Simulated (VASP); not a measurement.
# 2H-WS2 monolayer under biaxial strain

How do the gap and the band positions of 2H-WS2 monolayer follow biaxial strain?

Program: VASP 6.6.1. Level of theory: PBE with D3(BJ), no spin polarisation; plane waves and PAW (W, S), in the first sound run; inputs show where later runs differ. Results are calculated unless marked as measured.

Report form: the programs' logs are mostly left out.

## Step 1: The starting structure

The cell holds 3 atoms: 1 W and 2 S. Cell: a = 3.180 Å, b = 3.180 Å, c = 22.000 Å, α = 90.0°, β = 90.0°, γ = 120.0°. Vacuum lies along c.

## Step 2: Relaxing the monolayer

The sheet's cell relaxes in its plane with the atoms, while the vacuum is kept.

File INCAR:

```
SYSTEM = WS2
PREC = Normal
ENCUT = 350
EDIFF = 1E-06
NELM = 120
ISMEAR = 0
SIGMA = 0.03
LREAL = .FALSE.
ALGO = Normal
GGA = PE
IVDW = 12
NBANDS = 15
LASPH = .TRUE.
LORBIT = 11
LWAVE = .FALSE.
LCHARG = .FALSE.
KPAR = 4
IBRION = 2
NSW = 50
ISIF = 3
EDIFFG = -0.015
POTIM = 0.4
IDIPOL = 3
LDIPOL = .TRUE.
DIPOL = 0.5 0.5 0.5
LATTICE_CONSTRAINTS = .TRUE. .TRUE. .FALSE.
```

File POSCAR:

```
WS2
1.0
    3.1800000000      0.0000000000      0.0000000000
   -1.5900000000      2.7539607840      0.0000000000
    0.0000000000      0.0000000000     22.0000000000
W S
1 2
Direct
    0.3333333333      0.6666666667      0.5000000000
    0.6666666667      0.3333333333      0.4288636364
    0.6666666667      0.3333333333      0.5711363636
```

File KPOINTS:

```
Automatic mesh
0
Gamma
12 12 1
0 0 0
```

The projector-augmented-wave data sets are W and S (PBE family, release 64).

Run with:

```sh
> mpirun -np 4 vasp_std
```

Elapsed: 20 s, on 4 MPI ranks of Intel Xeon Platinum 8488C (Sapphire Rapids), shared host; peak memory 0.78 GiB.

This run has no spin polarisation, although W can carry a moment. The gap is read on the k-mesh alone, so it is an upper bound where the band edges lie off the mesh. The data set W keeps the semicore shell frozen, which is cheaper and a little less accurate. The run keeps the 12 symmetry operations of its start, so it cannot find a distortion of lower symmetry.

Relaxation path:

```
step  energy less that of the first step (eV)  largest force (eV/Å)  pressure (GPa)  volume (Å³)
   1                                   0.0000                0.0157           -0.47       192.67
   2                                  -0.0038                0.2649            0.52       188.50
   3                                  -0.0058                0.1703            0.14       190.04
   4                                  -0.0073                0.0685            0.05       189.62
   5                                  -0.0076                0.0080           -0.01       189.36
```

```
cell as run  before  after  change
      a (Å)   3.180  3.153  -0.9 %
      b (Å)   3.180  3.153  -0.9 %
```

The atoms that moved most (Å, along periodic axes as changes of fractional coordinates times the final cell, across vacuum about the mean position):

| atom | dx | dy | dz | length |
| --- | --- | --- | --- | --- |
| S2 | 0.000 | 0.000 | -0.010 | 0.010 |
| S3 | 0.000 | 0.000 | 0.010 | 0.010 |

Final coordinates:

```xyz
3
Lattice="3.1526 0.0000 0.0000 -1.5763 2.7302 0.0000 0.0000 0.0000 22.0000" Properties=species:S:1:pos:R:3
W     0.0000    1.8201   11.0000
S     1.5763    0.9101    9.4247
S     1.5763    0.9101   12.5753
```

This step gave:

* electronic cycles: 56
* electrons: 18
* free energy (TOTEN): -24.65 eV
* Fermi energy: -2.261 eV
* metallic: no
* dipole moment: 0, 0, 0 e·Å
* gap on the k-mesh: 1.936 eV
* least direct gap on the k-mesh: 1.936 eV

The run ended after 5 ionic steps, 0.008 eV below its first step, once forces and stress met EDIFFG = -0.015.

## Step 3: A second relaxation

The plane waves were chosen for the start cell, so the relaxation is repeated from its end.

Changes to INCAR since step 2:

```diff
@@ -18,3 +18,3 @@
 IBRION = 2
-NSW = 50
+NSW = 30
 ISIF = 3
```

File POSCAR:

```
WS2
1.0
    3.1525819104      0.0000000000      0.0000000000
   -1.5762909552      2.7302160219      0.0000000000
    0.0000000000      0.0000000000     22.0000000000
W S
1 2
Direct
    0.3333333333      0.6666666667      0.5000000000
    0.6666666667      0.3333333333      0.4283955868
    0.6666666667      0.3333333333      0.5716044132
```

KPOINTS is that of step 2.

Run with:

```sh
> mpirun -np 4 vasp_std
```

Run time: 6.4 s. Hardware: 4 MPI ranks; peak memory 0.69 GiB; 24 s of CPU time.

Little changed from the start: no atom moved by 0.005 Å and no cell edge by 0.1 %.

This step gave:

```
electronic cycles   : 21
free energy (TOTEN) : -24.64 eV
Fermi energy        : -2.259 eV
```

The start already met the threshold, so nothing moved.

## Step 4: Potential and states of the slab

A static run writes the electrostatic potential without exchange and correlation (LVHAR), which is flat in the vacuum and gives the level to count from. The dipole correction cancels the field that unlike faces would set up across the vacuum.

File INCAR:

```
SYSTEM = WS2
PREC = Normal
ENCUT = 350
EDIFF = 1E-06
NELM = 120
ISMEAR = 0
SIGMA = 0.03
LREAL = .FALSE.
ALGO = Fast
GGA = PE
IVDW = 12
NBANDS = 15
LASPH = .TRUE.
LORBIT = 11
LWAVE = .FALSE.
LCHARG = .TRUE.
IDIPOL = 3
LDIPOL = .TRUE.
DIPOL = 0.5 0.5 0.5
LVHAR = .TRUE.
LVACPOTAV = .TRUE.
NEDOS = 1500
LELF = .TRUE.
```

POSCAR is that of step 3.

KPOINTS is that of step 3.

File KPOINTS_OPT:

```
Line mode
14
Line-mode
Reciprocal
  0.00000000   0.00000000   0.00000000 GAMMA
  0.50000000   0.00000000   0.00000000 M

  0.50000000   0.00000000   0.00000000 M
  0.33333333   0.33333333   0.00000000 K

  0.33333333   0.33333333   0.00000000 K
  0.00000000   0.00000000   0.00000000 GAMMA
```

Run with:

```sh
> mpirun -np 4 vasp_std
```

It took 10 s on 4 MPI ranks; peak memory 0.54 GiB; 38 s of CPU time.

This step gave:

| Item | Value |
| --- | --- |
| electronic cycles | 22 |
| Fermi energy | -2.318 eV |
| least gap on mesh and path | 1.936 eV |
| least direct gap on mesh and path | 1.936 eV |
| vacuum levels | 3.207, 3.207 eV |
| ionisation potentials of the upper and lower face | 5.657, 5.657 eV |
| electron affinities of the upper and lower face | 3.722, 3.722 eV |

The electronic bands at the labelled points (eV, zero at the valence-band top; v1 is the highest filled band, c1 the lowest empty one):

```csv
point,v4,v3,v2,v1,c1,c2,c3,c4
Γ,-2.21,-1.55,-1.55,-0.17,2.96,2.96,3.09,3.09
0.54 of the way,-2.76,-1.84,-1.78,-1.04,2.32,2.57,3.33,4.26
M,-3.40,-2.22,-1.19,-0.97,2.94,3.36,4.10,4.76
0.46 of the way,-3.48,-2.65,-2.22,-0.47,2.68,3.60,3.88,4.79
K,-3.93,-3.31,-2.46,0.00,1.94,3.27,4.08,5.68
0.46 of the way,-3.58,-2.36,-1.46,-0.89,2.01,2.92,3.11,4.72
Γ,-2.21,-1.55,-1.55,-0.17,2.96,2.96,3.09,3.09
```

Of the projections kept (W, S), the largest for each band there; the rest of the weight can lie on other orbitals:

```
point      v4      v3      v2      v1      c1      c2      c3      c4
    Γ  S 0.88  W 0.60  W 0.60  W 0.81  W 0.54  W 0.54  S 0.58  S 0.58
    M  W 0.58  S 0.72  S 0.80  W 0.73  W 0.98  W 0.91  W 0.63  W 0.61
    K  S 0.60  S 0.77  S 0.63  W 0.82  W 0.95  W 0.78  W 0.79  W 0.71
    Γ  S 0.88  W 0.60  W 0.60  W 0.81  W 0.54  W 0.54  S 0.58  S 0.58
```

Zero at the Fermi level. Table of planar average of the electrostatic potential by height:

| height (Å) | planar average of the electrostatic potential (eV) |
| --- | --- |
| 0 | 5.53 |
| 1 | 5.53 |
| 2 | 5.53 |
| 3 | 5.53 |
| 4 | 5.53 |
| 5 | 5.53 |
| 6 | 5.52 |
| 7 | 5.50 |
| 8 | 4.94 |
| 9 | -7.65 |
| 10 | -7.66 |
| 11 | -9.97 |
| 12 | -7.66 |
| 13 | -7.65 |
| 14 | 4.94 |
| 15 | 5.50 |
| 16 | 5.52 |
| 17 | 5.53 |
| 18 | 5.53 |
| 19 | 5.53 |
| 20 | 5.53 |
| 21 | 5.53 |

Density of states in the PAW spheres, an atom over height of the layer and energy from the Fermi level.

Values in states/eV, 22 rows by 3 columns, each cell a mean:
```
0.00 0.00 0.00
0.00 0.04 0.00
0.10 0.76 0.10
0.18 1.11 0.18
0.23 1.13 0.23
0.49 0.43 0.49
0.68 0.73 0.68
0.70 1.01 0.70
0.37 0.77 0.37
0.26 0.58 0.26
0.66 1.26 0.66
0.33 0.61 0.33
0.40 0.71 0.40
0.60 1.10 0.60
0.18 0.25 0.18
0.31 0.59 0.31
0.46 1.04 0.46
0.21 0.45 0.21
0.13 0.27 0.13
0.00 0.00 0.00
0.00 0.00 0.00
0.00 0.00 0.00
```
Columns: height of the layer (Å) from 9.4 to 12.6; rows upwards: energy from the Fermi level (eV) from -7.9 to 0.5.

Valence density in the ca plane at fractional y = 0.333, with atoms of S within 0.2 Å of it. It is the smooth field of the valence electrons, not physical close to the nuclei.

Ten even steps from '0' (0.0 e/Å³) to '9' (1.1 e/Å³), each cell a mean:
```
00000000000000000247874323478741000000000000
00000000000000001488796323697884100000000000
00000000000000001594187323781595100000000000
00000000000000001388896323698983100000000000
00000000000000000146764323467631000000000000
00000000000000000012222333222210000000000000
00000000000000000001122333221100000000000000
00000000000000000012333333333210000000000000
```
Columns run along c (16.0 Å, from fractional 0.10 to 0.83 of the cell), rows up along a (3.2 Å). Atoms in or near the plane, at fractional coordinates: S at (0.43, 0.67), S at (0.57, 0.67).

ELF in the ca plane at fractional y = 0.333, with atoms of S within 0.2 Å of it. It is the smooth field of the valence electrons, not physical close to the nuclei.

Values, 5 rows by 16 columns, each cell a mean:
```
0.00 0.00 0.00 0.00 0.00 0.36 0.83 0.79 0.50 0.48 0.79 0.84 0.42 0.00 0.00 0.00
0.00 0.00 0.00 0.00 0.07 0.60 0.92 0.56 0.50 0.49 0.55 0.92 0.49 0.03 0.00 0.00
0.00 0.00 0.00 0.00 0.00 0.38 0.81 0.79 0.49 0.48 0.78 0.82 0.38 0.00 0.00 0.00
0.00 0.00 0.00 0.00 0.02 0.07 0.24 0.43 0.25 0.24 0.43 0.25 0.07 0.01 0.00 0.00
0.00 0.00 0.00 0.00 0.00 0.10 0.25 0.44 0.25 0.25 0.44 0.25 0.05 0.00 0.00 0.00
```
Columns run along c (16.0 Å, from fractional 0.10 to 0.83 of the cell), rows up along a (3.2 Å). Atoms in or near the plane, at fractional coordinates: S at (0.43, 0.67), S at (0.57, 0.67).

The map of layer states is cut here 0.5 eV above the Fermi level, so it leaves out the states above that.

The vacuum level lies 5.66 eV above the highest filled level at the upper face; both faces agree, as the slab has next to no dipole.

The program found no field-free point at its default tolerance, but its printed level agrees with the flat part of the planar average.

## Step 5: Strained, atoms relaxed, biaxial strain -0.04

The cell is held at the strained lattice, and the atoms relax in it.

File INCAR:

```
SYSTEM = WS2
PREC = Normal
ENCUT = 350
EDIFF = 1E-06
NELM = 120
ISMEAR = 0
SIGMA = 0.03
LREAL = .FALSE.
ALGO = Fast
GGA = PE
IVDW = 12
NBANDS = 15
LASPH = .TRUE.
LORBIT = 11
LWAVE = .FALSE.
LCHARG = .FALSE.
KPAR = 4
IBRION = 2
NSW = 30
ISIF = 2
EDIFFG = -0.015
POTIM = 0.4
MAXMIX = 40
IDIPOL = 3
LDIPOL = .TRUE.
DIPOL = 0.5 0.5 0.5
```

File POSCAR:

```
WS2
1.0
    3.0264786340      0.0000000000      0.0000000000
   -1.5132393170      2.6210073810      0.0000000000
    0.0000000000      0.0000000000     22.0000000000
W S
1 2
Direct
    0.3333333333      0.6666666667      0.5000000000
    0.6666666667      0.3333333333      0.4283955868
    0.6666666667      0.3333333333      0.5716044132
```

KPOINTS is that of step 4.

Run with:

```sh
> mpirun -np 4 vasp_std
```

The job ended after 11 s (4 MPI ranks; peak memory 0.7 GiB; 40 s of CPU time).

Relaxation path:

```
step  energy less that of the first step (eV)  largest force (eV/Å)
   1                                   0.0000                1.1065
   2                                  -0.0522                0.1360
   3                                  -0.0531                0.0006
```

The atoms that moved most (Å):

```
atom     dx     dy      dz  length
  S2  0.000  0.000  -0.049   0.049
  S3  0.000  0.000   0.049   0.049
```

The relaxed structure:

```cif
data_structure
_symmetry_space_group_name_H-M 'P 1'
_symmetry_Int_Tables_number 1
_cell_length_a 3.0265
_cell_length_b 3.0265
_cell_length_c 22.0000
_cell_angle_alpha 90.000
_cell_angle_beta 90.000
_cell_angle_gamma 120.000
_cell_volume 174.51
loop_
_atom_site_label
_atom_site_type_symbol
_atom_site_fract_x
_atom_site_fract_y
_atom_site_fract_z
_atom_site_occupancy
W1 W 0.33333 0.66667 0.50000 1
S2 S 0.66667 0.33333 0.42616 1
S3 S 0.66667 0.33333 0.57384 1
```

Numbers from this step:

```yaml
electronic_cycles: 38
free_energy_toten: -24.47 eV
fermi_energy: -1.906 eV
gap_on_the_k_mesh: 1.725 eV
least_direct_gap_on_the_k_mesh: 2.608 eV
```

The run ended after 3 ionic steps, 0.053 eV below its first step, once the forces on the free atoms met EDIFFG = -0.015.

## Step 6: Strained, levels with spin-orbit coupling, biaxial strain -0.04

This step: PBE with D3(BJ), spin-orbit coupling, no spin polarisation; plane waves and PAW (W, S) (VASP 6.6.1).

A static run with spin-orbit coupling gives the gap and the vacuum level at this strain.

File INCAR:

```
SYSTEM = WS2
PREC = Normal
ENCUT = 350
EDIFF = 1E-06
NELM = 120
ISMEAR = 0
SIGMA = 0.03
LREAL = .FALSE.
ALGO = Fast
GGA = PE
IVDW = 12
LNONCOLLINEAR = .TRUE.
MAGMOM = 0 0 0 0 0 0 0 0 0
NBANDS = 30
GGA_COMPAT = .FALSE.
LASPH = .TRUE.
LSORBIT = .TRUE.
LMAXMIX = 4
LWAVE = .FALSE.
LCHARG = .FALSE.
KPAR = 4
IDIPOL = 3
LDIPOL = .TRUE.
DIPOL = 0.5 0.5 0.5
LVHAR = .TRUE.
LVACPOTAV = .TRUE.
```

File POSCAR:

```
WS2
1.0
    3.0264786340      0.0000000000      0.0000000000
   -1.5132393170      2.6210073810      0.0000000000
    0.0000000000      0.0000000000     22.0000000000
W S
1 2
Direct
    0.3333333333      0.6666666667      0.5000000000
    0.6666666667      0.3333333333      0.4261612021
    0.6666666667      0.3333333333      0.5738387979
```

KPOINTS is that of step 5.

KPOINTS_OPT is that of step 4.

Run with:

```sh
> mpirun -np 4 vasp_ncl
```

Run time: 63 s. Hardware: 4 MPI ranks; peak memory 1.7 GiB; 3.9 min of CPU time.

This step gave:

| Quantity | Value |
| --- | --- |
| electronic cycles | 24 |
| free energy (TOTEN) | -24.63 eV |
| Fermi energy | -1.746 eV |
| least gap on mesh and path | 1.436 eV |
| least direct gap on mesh and path | 2.234 eV |
| vacuum levels | 3.426, 3.426 eV |
| ionisation potentials of the upper and lower face | 5.316, 5.316 eV |
| electron affinities of the upper and lower face | 3.880, 3.880 eV |

On-site spin-orbit energy by atom:

| atom | on-site spin-orbit energy (eV) |
| --- | --- |
| W1 | -0.322 |
| S2 | -0.003 |
| S3 | -0.003 |

The electronic bands at the labelled points (eV, zero at the valence-band top; v1 is the highest filled band, c1 the lowest empty one):

```
          point     v4     v3     v2     v1    c1    c2    c3    c4
              Γ  -1.19  -1.19  -0.85  -0.85  2.99  2.99  3.05  3.05
0.54 of the way  -1.64  -1.64  -1.40  -1.40  1.86  1.86  2.64  2.64
              M  -1.35  -1.35  -0.94  -0.94  3.17  3.17  3.49  3.49
0.46 of the way  -2.72  -2.70  -0.77  -0.46  2.83  2.95  3.49  3.51
              K  -3.02  -2.95  -0.36   0.00  2.23  2.41  2.77  2.85
0.46 of the way  -1.76  -1.71  -1.16  -0.91  1.44  1.65  3.00  3.04
              Γ  -1.19  -1.19  -0.85  -0.85  2.99  2.99  3.05  3.05
```

Zero at the Fermi level. Planar average of the electrostatic potential against height:

height (Å), planar average of the electrostatic potential (eV) and a bar from the least value:
```
        0        5.2 ##############################
        1        5.2 ##############################
        2        5.2 ##############################
        3        5.2 ##############################
        4        5.2 ##############################
        5        5.2 ##############################
        6        5.2 ##############################
        7        5.1 ##############################
        8        4.4 #############################
        9      -10.4 #
       10       -7.5 #######
       11      -11.1 
       12       -7.5 #######
       13      -10.4 #
       14        4.4 #############################
       15        5.1 ##############################
       16        5.2 ##############################
       17        5.2 ##############################
       18        5.2 ##############################
       19        5.2 ##############################
       20        5.2 ##############################
       21        5.2 ##############################
```

On this path the gap is indirect, 1.44 eV, with the valence top at K and the conduction bottom between K and Γ. The least direct gap is 2.23 eV.

## Step 7: Strained, atoms relaxed, biaxial strain -0.03

This step: PBE with D3(BJ), no spin polarisation; plane waves and PAW (W, S) (VASP 6.6.1).

File INCAR:

```
SYSTEM = WS2
PREC = Normal
ENCUT = 350
EDIFF = 1E-06
NELM = 120
ISMEAR = 0
SIGMA = 0.03
LREAL = .FALSE.
ALGO = Fast
GGA = PE
IVDW = 12
NBANDS = 15
LASPH = .TRUE.
LORBIT = 11
LWAVE = .FALSE.
LCHARG = .FALSE.
KPAR = 4
IBRION = 2
NSW = 30
ISIF = 2
EDIFFG = -0.015
POTIM = 0.4
MAXMIX = 40
IDIPOL = 3
LDIPOL = .TRUE.
DIPOL = 0.5 0.5 0.5
```

File POSCAR:

```
WS2
1.0
    3.0580044531      0.0000000000      0.0000000000
   -1.5290022265      2.6483095412      0.0000000000
    0.0000000000      0.0000000000     22.0000000000
W S
1 2
Direct
    0.3333333333      0.6666666667      0.5000000000
    0.6666666667      0.3333333333      0.4283955868
    0.6666666667      0.3333333333      0.5716044132
```

KPOINTS is that of step 6.

Run with:

```sh
> mpirun -np 4 vasp_std
```

Elapsed: 13 s, on 4 MPI ranks; peak memory 0.71 GiB; 43 s of CPU time.

The steps of the relaxation:

```csv
step,energy less that of the first step (eV),largest force (eV/Å)
1,0.0000,0.8016
2,-0.0282,0.1193
3,-0.0288,0.0034
```

The atoms that moved most (Å):

```
atom     dx     dy      dz  length
  S2  0.000  0.000  -0.037   0.037
  S3  0.000  0.000   0.037   0.037
```

Final coordinates:

```
W S
1.0
     3.05800    0.00000    0.00000
    -1.52900    2.64831    0.00000
     0.00000    0.00000   22.00000
W S
1 2
Direct
  0.33333 0.66667 0.50000
  0.66667 0.33333 0.42673
  0.66667 0.33333 0.57327
```

The run ended after 3 ionic steps, 0.029 eV below its first step, once the forces on the free atoms met EDIFFG = -0.015.

## Step 8: Strained, levels with spin-orbit coupling, biaxial strain -0.03

This step: PBE with D3(BJ), spin-orbit coupling, no spin polarisation; plane waves and PAW (W, S) (VASP 6.6.1).

File INCAR:

```
SYSTEM = WS2
PREC = Normal
ENCUT = 350
EDIFF = 1E-06
NELM = 120
ISMEAR = 0
SIGMA = 0.03
LREAL = .FALSE.
ALGO = Fast
GGA = PE
IVDW = 12
LNONCOLLINEAR = .TRUE.
MAGMOM = 0 0 0 0 0 0 0 0 0
NBANDS = 30
GGA_COMPAT = .FALSE.
LASPH = .TRUE.
LSORBIT = .TRUE.
LMAXMIX = 4
LWAVE = .FALSE.
LCHARG = .FALSE.
KPAR = 4
IDIPOL = 3
LDIPOL = .TRUE.
DIPOL = 0.5 0.5 0.5
LVHAR = .TRUE.
LVACPOTAV = .TRUE.
```

File POSCAR:

```
WS2
1.0
    3.0580044531      0.0000000000      0.0000000000
   -1.5290022265      2.6483095412      0.0000000000
    0.0000000000      0.0000000000     22.0000000000
W S
1 2
Direct
    0.3333333333      0.6666666667      0.5000000000
    0.6666666667      0.3333333333      0.4267296172
    0.6666666667      0.3333333333      0.5732703828
```

KPOINTS is that of step 7.

KPOINTS_OPT is that of step 6.

Run with:

```sh
> mpirun -np 4 vasp_ncl
```

Run time: 80 s. Hardware: 4 MPI ranks; peak memory 1.7 GiB.

On-site spin-orbit energy by atom:

| atom | on-site spin-orbit energy (eV) |
| --- | --- |
| W1 | -0.320 |
| S2 | -0.003 |
| S3 | -0.003 |

## Step 9: Strained, atoms relaxed, biaxial strain -0.02

This step: PBE with D3(BJ), no spin polarisation; plane waves and PAW (W, S) (VASP 6.6.1).

File INCAR:

```
SYSTEM = WS2
PREC = Normal
ENCUT = 350
EDIFF = 1E-06
NELM = 120
ISMEAR = 0
SIGMA = 0.03
LREAL = .FALSE.
ALGO = Fast
GGA = PE
IVDW = 12
NBANDS = 15
LASPH = .TRUE.
LORBIT = 11
LWAVE = .FALSE.
LCHARG = .FALSE.
KPAR = 4
IBRION = 2
NSW = 30
ISIF = 2
EDIFFG = -0.015
POTIM = 0.4
MAXMIX = 40
IDIPOL = 3
LDIPOL = .TRUE.
DIPOL = 0.5 0.5 0.5
```

File POSCAR:

```
WS2
1.0
    3.0895302722      0.0000000000      0.0000000000
   -1.5447651361      2.6756117015      0.0000000000
    0.0000000000      0.0000000000     22.0000000000
W S
1 2
Direct
    0.3333333333      0.6666666667      0.5000000000
    0.6666666667      0.3333333333      0.4283955868
    0.6666666667      0.3333333333      0.5716044132
```

KPOINTS is that of step 8.

Run with:

```sh
> mpirun -np 4 vasp_std
```

Run time: 13 s. Hardware: 4 MPI ranks; peak memory 0.7 GiB.

Step by step:

```
step  energy less that of the first step (eV)  largest force (eV/Å)
   1                                   0.0000                0.5178
   2                                  -0.0121                0.0870
   3                                  -0.0124                0.0034
```

The atoms that moved most (Å):

| atom | dx | dy | dz | length |
| --- | --- | --- | --- | --- |
| S2 | 0.000 | 0.000 | -0.024 | 0.024 |
| S3 | 0.000 | 0.000 | 0.024 | 0.024 |

The relaxed structure:

```xyz
3
Lattice="3.0895 0.0000 0.0000 -1.5448 2.6756 0.0000 0.0000 0.0000 22.0000" Properties=species:S:1:pos:R:3
W     0.0000    1.7837   11.0000
S     1.5448    0.8919    9.4007
S     1.5448    0.8919   12.5993
```

The run ended after 3 ionic steps, 0.012 eV below its first step, once the forces on the free atoms met EDIFFG = -0.015.

[end of part 1 of 2]

[Lines on the potential files, build, host, timing and source positions are cut from VASP's logs without a mark.]

[Logs are printed without paths, hosts, clocks, repeated set-up lines and the standing remarks that a program may print on its own settings, such as how far it seeks lower states.]

[Hosts, paths, dates, database ids (printed as entryN), source tags and the programs' standing remarks are cut or masked in the printed files.]

[Runs that stopped without an error message from VASP are left out.]
